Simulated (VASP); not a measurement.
BN:

```
CELL_PARAMETERS angstrom
2.55394 0.00000 0.00000
-1.27697 2.21178 0.00000
0.00000 0.00000 4.22685
ATOMIC_POSITIONS crystal
N 0.33333 0.66667 0.12528
N 0.66667 0.33333 0.62528
B 0.33333 0.66667 0.49972
B 0.66667 0.33333 0.99972
```

Measurements of this composition are mostly on another form, of space group No. 194.

Base run:

- Program: VASP 6.6.1
- Functional: r2SCAN
- Potentials or basis: VASP PAW PBE potentials, release 64 (N, B)
- Cutoff: 520 eV
- k mesh: 12 × 12 × 6
- Occupations: gaussian, width 0.02 eV
- Spin: no spin polarisation

Its results: band gap on the k mesh 5.72 eV, indirect (least direct gap 8.92 eV).

Question: The run is repeated on the same cell with these changes: functional from r2SCAN to PBEsol; further incar settings from ALGO = Normal; EDIFF = 1e-06 to ALGO = Fast; EDIFF = 1e-06. What comes out?

Answer: Band gap on the k mesh 4.97 eV, indirect (least direct gap 8.15 eV).
